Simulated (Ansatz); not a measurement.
RbBr:

```xyz
2
Lattice="0.0000 3.4270 3.4270 3.4270 0.0000 3.4270 3.4270 3.4270 0.0000" Properties=species:S:1:pos:R:3 pbc="T T T"
Rb    0.0000    0.0000    0.0000
Br    3.4270    3.4270    3.4270
```

Base run:

* Program: Ansatz 0.2.0
* Functional: LDA
* Potentials or basis: all-electron LAPW, scalar-relativistic
* Cutoff: 119 eV (chosen from the basis error)
* Basis error allowed: 0.001 eV/atom
* k mesh: 7 × 7 × 7
* Occupations: gaussian, width 0.02 eV
* Spin: no spin polarisation

Its results: band gap on the k mesh 3.95 eV, direct; pressure -1.2 GPa.

Question: The run is repeated on the same cell with these changes: functional from LDA to PBE; occupations from gaussian, width 0.02 eV to gaussian, width 0.05 eV. What comes out?

Answer: Band gap on the k mesh 4.36 eV, direct; pressure 1.0 GPa.

Caveats: an odd mesh through Γ misses points on the zone boundary, where band edges often lie (some runs).
